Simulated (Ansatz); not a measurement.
# Response properties of BP (F-43m)

Conventional cell: a = 4.520 Å, b = 4.520 Å, c = 4.520 Å, α = 90.00°, β = 90.00°, γ = 90.00°. B (atom 1) has 4 P at 1.96 Å as nearest neighbours. P (atom 2) has 4 B at 1.96 Å as nearest neighbours.

Ansatz runs use the cell relaxed by PAW under their functional.

Problem. What are its gap and electron mass? (PBEsol, all-electron LAPW in Ansatz 0.2.0, scalar-relativistic; a = 4.520 Å; k mesh 8×8×8, fixed occupations, basis error target 1 meV/atom)

Solution. Kohn-Sham band edges (the gap between refined extrema, the direct gap on the fine mesh): gap = 1.12 eV, least direct gap = 3.38 eV, electron conductivity mass = 0.306 mₑ, ε∞ without local fields (PAW) = 9.71.

Problem. How stiff is it? (PBEsol, all-electron LAPW in Ansatz 0.2.0, scalar-relativistic; a = 4.520 Å; k mesh 10×10×10, strains of ±0.005, fixed occupations, basis error target 0.5 meV/atom)

Solution. Elastic moduli (Hill averages, relaxed ions; θ_D from sound speeds over directions): B = 169 GPa, G = 164 GPa, C11 = 346 GPa, C44 = 188 GPa, ν = 0.135, θ_D = 1063 K.

Problem. How does it vibrate? (PBEsol, all-electron LAPW in Ansatz 0.2.0, scalar-relativistic; a = 4.520 Å; k mesh 8×8×8, fixed occupations, basis error target 1 meV/atom; q mesh 2×2×2)

Solution. Harmonic phonons by finite displacements (no LO-TO term; negative means unstable): highest mode = 811 cm⁻¹, lowest at L = 219 cm⁻¹, lowest at X = 306 cm⁻¹, highest at Γ = 811 cm⁻¹.

Problem. How does it screen a field? (PBEsol, PAW on Ansatz 0.2.0's default frozen-core files (fitted under PBE), scalar-relativistic; a = 4.520 Å; k mesh 8×8×8, fixed occupations, cutoff 420 eV)

Solution. Dielectric response and Born charges by linear response (direction means): ε∞ = 9.30, largest |Z*| = 0.56 e, ε₀ = 9.4.

Problem. How much do local fields and the kernel change ε∞?

Solution. From 9.71 (independent particles) to 9.30 (linear response), -4 %. The two sums use different k meshes, so a part of a few per cent can be the mesh's.

Keep in mind: semilocal gaps are low, and light masses and ε∞ follow the gap (band edges); constants at zero field, no piezoelectric stiffening (moduli); frozen-core PAW files fitted under PBE, their cores solved anew for the functional of the run (field response); zone-boundary modes aren't tested (field response); field response not resolved by the mesh (field response); semilocal gaps are low, so ε∞ comes out large.
